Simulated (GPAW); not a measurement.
Runs of GPAW 26.7.0 on Zn. It takes space group P6_3/mmc (No. 194, hexagonal). The conventional cell has a = 2.670 Å, b = 2.670 Å, c = 4.966 Å, α = 90.00°, β = 90.00°, γ = 120.00°. Around Zn (site symmetry -6m2) lie 12 Zn at 2.67 to 2.92 Å. 

```tsv
level	cell	k mesh	target pressure	gap on the mesh (eV)	pressure (GPa)	relaxed volume (Å³/atom)
PBEsol	relaxed to 20 GPa	8 × 8 × 4	20 GPa	none	19.9	-
PBEsol	relaxed	8 × 8 × 4	-	none	0.0	13.92
PBEsol+D4	relaxed	10 × 10 × 5	-	none	0.1	(a)
PBEsol	relaxed to 10 GPa	8 × 8 × 4	10 GPa	none	9.9	-
PBEsol	relaxed to 5 GPa	8 × 8 × 4	5 GPa	none	5.0	-
PBEsol+D3(BJ)+ATM	relaxed	10 × 10 × 5	-	none	0.1	(b)
PBEsol+D3(BJ)	relaxed	10 × 10 × 5	-	none	0.0	13.49
PBEsol	relaxed	10 × 10 × 5	-	none	0.0	14.18
```

Alike in all rows: task relaxation of cell and atoms; potentials or basis PAW data sets generated in the run's folder for this functional, pw; no spin polarisation; cutoff (eV) 600; smearing fermi-dirac 0.05 eV.

Q: Fill in the values left out.

A: (a) 13.84; (b) 13.64.

Caveats: later steps reuse the first step's grids; pairwise dispersion overbinds metals, which lowers pressure and volume (some runs); the volume moved by over 15 % at a fixed basis, so the end points are rough (some runs).

A gap of «none» marks a metal or a gap under the smearing width.
